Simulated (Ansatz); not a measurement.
**Ge under strain: Ge-73 NMR of the central transition**

Cell: an entry of the Crystallography Open Database (COD), relaxed with PBE at fixed cell and then changed (z stretched by 1 %, ions relaxed).

```xyz
12
Lattice="5.9300 0.0000 0.0000 0.0000 5.9300 0.0000 0.0000 0.0000 7.0498" Properties=species:S:1:pos:R:3 pbc="T T T"
Ge    0.5294    0.5294    0.0000
Ge    2.4356    3.4944    5.2873
Ge    5.4006    5.4006    3.5249
Ge    3.4944    2.4356    1.7624
Ge    1.0167    2.1876    1.8139
Ge    0.7774    3.9817    0.0515
Ge    4.9133    3.7424    5.3388
Ge    5.1526    1.9483    3.5764
Ge    3.9817    0.7774   -0.0515
Ge    3.7424    4.9133    1.7110
Ge    1.9483    5.1526    3.4734
Ge    2.1876    1.0167    5.2359
```

Atoms are numbered from 1 in the order listed; like atoms form one site, named after its first atom.

Method: Kohn–Sham DFT in Ansatz, PBE, plane waves and PAW, scalar-relativistic, 420 eV cutoff, Γ-centred 8×8×7 k-points, Fermi–Dirac smearing 0.02 eV.

Ge-73 has I = 9/2 and Q = -196.0 mb (Pyykkö 2018); at 14.1 T its Larmor frequency is ν₀ = 21.0 MHz. Only the quadrupole interaction is simulated: positions count from each site's isotropic chemical shift, and shift anisotropy, dipolar and J coupling are left out.

The Ge sites: Ge1 (atoms 1, 2, 3, 4; 4 Ge at 2.49–2.51 Å); Ge5 (atoms 5, 6, 7, 8, 9, 10, …; 4 Ge at 2.49–2.53 Å).

Fitted components of the simulated spectrum:

```json
{"component": "A", "|C_Q| (MHz)": "20.2", "η": "0.80"}
{"component": "B", "|C_Q| (MHz)": "28.2", "η": "0.80"}
```

(1) Which site most likely gives which component?

Answers

(1) By the calculation, A is Ge1, B is Ge5. Like point charges on the first shell alone (each adding as 1/d³) would put Ge1 above Ge5: the covalent part of each bond and the atoms beyond the first shell count as well.
